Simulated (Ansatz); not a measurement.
Tl: one input, then a changed one

The cell was built from the fcc type and relaxed in the same program; it needn't be a known or the stable phase. The listed cell was then made from it by scaling, straining or moving an atom.

First run: DFT, PBE, PAW with Ansatz's default frozen-core files, scalar-relativistic (Ansatz 0.2.0).

Command: `ansatz run input.yaml --threads 1 --pin off --max-ram 2048MiB --backend cpu --events-out ev --progress --plain --runs-dir out` The run took 5.8 s on 1 thread of Arm Neoverse N1, on a shared host.

```yaml
crystal:
  lattice:
    - [0.0, 2.5465559121, 2.5465559121]
    - [2.5465559121, 0.0, 2.5465559121]
    - [2.5465559121, 2.5465559121, 0.0]
  atoms:
    - { symbol: Tl, position: [0.0, 0.0, 0.0] }
kpoints:
  mp_grid: { grid: [14, 14, 14] }
scf:
  occupations: { method: fermi_dirac, width: 0.08 }
hamiltonian:
  xc: pbe
  pseudopotentials: { kind: paw }
output:
  forces: true
  stress: true
  eigenvalues: true
  efg: { contact_densities: true }
  write_density: true
  write_potential: true
  elf: true
  volumetric_format: npy
```

Result: converged; pressure -1.32 GPa; 6 SCF iterations.

Spin–orbit coupling is left out, though it moves levels of the heavy atoms by tenths of an eV or more.

The input is then changed:

```diff
@@ -9,5 +9,6 @@
   mp_grid: { grid: [14, 14, 14] }
 scf:
-  occupations: { method: fermi_dirac, width: 0.08 }
+  occupations: { method: tetrahedron }
+  mixing: { preconditioner: local_kerker }
 hamiltonian:
   xc: pbe
@@ -18,7 +19,3 @@
   eigenvalues: true
   efg: { contact_densities: true }
-  write_density: true
-  write_potential: true
-  elf: true
-  volumetric_format: npy
```

**Question.** Predict the outcome of the changed run.

**Answer.** It converged; energy at zero smearing -0.3 meV/atom from the first run; pressure -1.44 GPa; 6 SCF iterations.
